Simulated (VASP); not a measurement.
A run of VASP 6.6.1 is set up as follows.

Contents of INCAR:

```
PREC = Accurate
ENCUT = 400
EDIFF = 1E-6
ISMEAR = 0
SIGMA = 0.03
LREAL = False
LASPH = True
NELM = 80
ALGO = Normal
ISIF = 3
LWAVE = False
LCHARG = False
GGA = PS
IBRION = 2
NSW = 40
EDIFFG = -0.003
PSTRESS = 20
```

Contents of KPOINTS:

```
regular mesh
0
Gamma
  9 9 6
```

File POSCAR:

```
Te
1.0
    4.4540000000      0.0000000000      0.0000000000
   -2.2270000000      3.8572771485      0.0000000000
    0.0000000000      0.0000000000      5.9240000000
Te
3
Direct
    0.2690000000      0.0000000000      0.3333333333
    0.0000000000      0.2690000000      0.6666666667
    0.7310000000      0.7310000000      0.0000000000
```

Potentials or basis: VASP PAW PBE potentials, release 64 (Te).

The run is started by

```sh
$ cat potpaw_PBE.64/Te/POTCAR > POTCAR
$ mpirun -np 1 vasp_std > vasp.out
```

Estimate the space group after relaxing (to 0.05 Å).

P3_121 (No. 152).

Predict the relaxed volume.

30.47 Å³/atom.

What does it give for the relaxed cell?

a = 4.207 Å, b = 4.207 Å, c = 5.965 Å, α = 90.00°, β = 90.00°, γ = 120.00°.

Step by step:
```
step  energy change (eV)  largest force (eV/Å)  pressure (GPa)  volume (Å³)
   1              0.0000                0.1283           -0.88       101.78
   2              0.0698                0.6039            4.17        93.04
   3              0.0164                0.4304            2.19        95.98
   4              0.0016                0.3370            2.22        94.63
   5              0.0089                0.1107            2.90        90.57
   6             -0.0231                0.0536            0.42        93.73
   7             -0.0093                0.0459            1.94        91.72
   8             -0.0092                0.0338            1.95        91.67
   9             -0.0083                0.0072            1.98        91.56
  10             -0.0073                0.0050            2.00        91.47
  11             -0.0062                0.0023            2.02        91.38
  12             -0.0075                0.0043            1.93        91.49
  13             -0.0065                0.0006            2.00        91.41
```

Caveat: the cell is relaxed towards a set pressure, so the enthalpy falls and the energy may rise; the PAW data sets were made with another functional, which shifts forces and pressure a little. The run has no spin-orbit coupling, so splittings on Te are missing.
